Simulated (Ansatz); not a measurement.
Fe: converged, but where?

Fe is taken as a measured crystal structure (space group Fm-3m, primitive cell doubled), 2 atoms in the cell. Source: COD entry 9016648; the sample's temperature and pressure aren't taken into account, and it need not be the stable phase.

Computed with DFT, PBE, PAW, plane waves, scalar-relativistic in Ansatz development build ahead of 0.2.0.

```yaml
crystal:
  lattice:
    - [0.0, 3.484, 3.484]
    - [1.742, 0.0, 1.742]
    - [1.742, 1.742, 0.0]
  atoms:
    - { symbol: Fe, position: [0.0, 0.0, 0.0], spin: 4.0 }
    - { symbol: Fe, position: [0.5, 0.0, 0.0], spin: -4.0 }
magnetization:
  spin_polarized: true
hamiltonian:
  xc: pbe
  pseudopotentials: { kind: paw }
basis:
  ecutwfc: 420
kpoints:
  mp_grid: { grid: [7, 13, 13] }
scf:
  occupations: { method: fermi_dirac, width: 0.1 }
  lower_state_search: "off"
output:
  forces: true
  stress: true
```

Wall time and machine: 6.1 s on 2 threads of x86-64 server CPU (shared host), peak memory 0.53 GiB.

The end of the output:

```
SCF converged after 13 iterations
Magnetization: 0.0000 μB (16.0000 up, 16.0000 down)
Absolute magnetization: 2.0253 μB (∫|ρ↑−ρ↓|, with the PAW one-centre terms)
Spin contamination: 0.5469 ħ² per cell (⟨S²⟩ above its minimum at these occupations)
Per-site moments (μB) at R_I (Å): [(0.9873, 1.0162), (-0.9873, 1.0162)]
Free energy (F): -8960.726330 eV
Harris-Foulkes:  -8960.726330 eV  (|F-HF|=3.30e-9)
Internal energy: -8960.611969 eV  (E = F + TS)
E sigma→0 (E₀):  -8960.669150 eV
Entropy (-TS):   -0.114361 eV (-57.181 meV/atom)
Fermi energy:    20.240977 eV
--- Forces (eV/Å), atoms counted from 1 ---
  atom   1  Fe     0.00000000     0.00000000    -0.00000000
  atom   2  Fe     0.00000000     0.00000000     0.00000000
--- Stress (GPa, compression-positive) ---
       -1.909027      -2.248583      -2.248583
       -2.248579      -1.908456       2.245159
       -2.248579       2.245159      -1.908456
  P = ⅓ Tr σ = -1.9086 GPa (-19.086 kbar)
```

The mesh has less symmetry than the lattice, which lowers the symmetry of the run.

Site moments are taken inside atomic spheres and don't add up to the total.

The run converged. Is this the lowest state of the cell, and if not, what lies lower and how is it reached?

No. A state 8.4 meV/atom (0.017 eV per cell) lower exists in this cell: ferromagnetic, site moments Fe1 0.98, Fe2 0.98 μB, total 1.94 μB per cell, no gap on the k-mesh. It was reached from: parallel moments, default search for lower states [Fe1 4.00, Fe2 4.00 μB]; parallel moments, plain SCF [Fe1 4.00, Fe2 4.00 μB]. The wrong state matters: the pressure is -0.6 GPa there against -1.9 GPa here. States within about 5 meV/atom are too close for this mesh, smearing and search to settle their order. This multiple of the primitive cell fits some opposed orders; other multiples fit others. Orders that need a larger cell or non-collinear spins weren't tried.
